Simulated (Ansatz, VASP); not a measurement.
## Pd: VASP beside Ansatz

```xyz
1
Lattice="0.0000 1.9052 1.9052 1.9052 0.0000 1.9052 1.9052 1.9052 0.0000" Properties=species:S:1:pos:R:3 pbc="T T T"
Pd    0.0000    0.0000    0.0000
```

Change from the starting cell: volume scaled by 0.94, crystal datasets.

Alike in both runs: task electric field gradients; functional PBEsol; k mesh 18 × 18 × 18; occupations fermi-dirac, width 0.05 eV; no spin polarisation.

|  | VASP | Ansatz |
| --- | --- | --- |
| version | VASP 6.6.1 | Ansatz 0.2.0 |
| potentials or method | VASP PAW PBE potentials, release 64 (Pd), cutoff 520 eV | all-electron PAW with datasets made for the crystal, scalar-relativistic |

Ansatz gave:

* pressure (GPa): 11.9
* Vzz of the field gradient on the site that differs most (V/Å²): 0.0

Task: Estimate VASP's values.

Result: Pressure (GPa): 11.5; Vzz of the field gradient on the site that differs most (V/Å²): 0.0.

Ansatz ran all-electron here, so the differences hold the error of VASP's frozen core and of both bases. Ansatz warned: «gradients_without_spin_orbit».

Caveats: the PAW data sets were made with another functional, which shifts forces and pressure a little (VASP).
